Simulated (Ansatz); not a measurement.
Method: DFT PBE, scalar-relativistic, plane waves, PAW (Ansatz 0.2.0). Settings: cutoff 420 eV, Γ-centred meshes spaced at most about 0.3 Å⁻¹, and about 0.25 Å⁻¹ or finer for metals (2π included), Gaussian smearing. Collinear spin in cells that started with moments and kept them past the coarse steps, no spin elsewhere.

All energies are static (0 K, no zero-point motion).

Two relaxed structures of CoSi:

A. (site moments Co 0.6 μB)

```yaml
crystal:
  lattice:
    - [2.78541, 0.00000, 0.00000]
    - [0.00000, 2.78541, 0.00000]
    - [0.00000, 0.00000, 2.78541]
  atoms:
    - { symbol: Co, position: [0.00000, 0.00000, 0.00000] }
    - { symbol: Si, position: [0.50000, 0.50000, 0.50000] }
```

B. (no spin)

```yaml
crystal:
  lattice:
    - [4.43084, 0.00000, 0.00000]
    - [0.00000, 4.43084, 0.00000]
    - [0.00000, 0.00000, 4.43084]
  atoms:
    - { symbol: Co, position: [0.14502, 0.14502, 0.14502] }
    - { symbol: Co, position: [0.35498, 0.85498, 0.64502] }
    - { symbol: Co, position: [0.64502, 0.35498, 0.85498] }
    - { symbol: Co, position: [0.85498, 0.64502, 0.35498] }
    - { symbol: Si, position: [0.84316, 0.84316, 0.84316] }
    - { symbol: Si, position: [0.65684, 0.15684, 0.34316] }
    - { symbol: Si, position: [0.34316, 0.65684, 0.15684] }
    - { symbol: Si, position: [0.15684, 0.34316, 0.65684] }
```

Task: Which would you expect to be lower, and how large is the difference?

Result: B is lower, by 206 meV/atom. A has the caesium chloride type, space group Pm-3m (No. 221), 10.8 Å³/atom and no gap on its mesh; B has the FeSi (B20) type, space group P2_13 (No. 198), 10.9 Å³/atom and no gap. Counting Si atoms around Co (those within 1.25 times the shortest such distance or 1.15 times the sum of covalent radii, 1.27 where that leaves under three), A has Co 8 and B has Co 7. Their magnetic states differ too. In A, around Co lie 8 Si at 2.41 Å and 6 Co at 2.79 Å; Si is surrounded by 8 Co at 2.41 Å and 6 Si at 2.79 Å. In B, around Co lie 7 Si at 2.32–2.43 Å and 6 Co at 2.72 Å; around Si lie 7 Co at 2.32–2.43 Å and 6 Si at 2.74 Å. Origin: A is a Materials Project cell, relaxed; B is a cell as deposited in COD, relaxed.

The zero gap of P2_13 may come from the functional, which often closes small gaps, or the cell may be a true semimetal. Another magnetic order may lie lower. Trial moments died out on the coarse mesh in P2_13; another magnetic start might hold.
